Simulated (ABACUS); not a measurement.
InP:

```
In P
1.0
     0.00000    2.93050    2.93050
     2.93050    0.00000    2.93050
     2.93050    2.93050    0.00000
In P
1 1
Direct
  0.00000 0.00000 0.00000
  0.75000 0.75000 0.75000
```

Base run:

```yaml
Program: ABACUS 3.10.1
Functional: BLYP
Potentials_or_basis: SPMS ONCV 1.0 PBE
Cutoff: 1361 eV
Density_cutoff: 5442 eV
Basis: DZP LCAO (the cutoffs set its grid)
k_mesh: 7 × 7 × 7
Occupations: fermi-dirac, width 0.05 eV
Spin: no spin polarisation
```

Its results: band gap on the k mesh 0.83 eV, direct; pressure 7.4 GPa.

Question: The run is repeated on the same cell with these changes: functional from BLYP to PBEsol. What comes out?

Answer: Band gap on the k mesh 0.85 eV, direct; pressure 1.8 GPa.

PBEsol binds more tightly than BLYP, so the same cell stands under less pressure.

Caveats: the atomic orbitals were generated for these runs and aren't a published set; the potentials were made for another functional, which shifts forces and pressure; spin-orbit coupling is left out, which moves the levels of the heavy elements; the basis of atomic orbitals isn't converged, which shifts pressures, moduli and gaps.

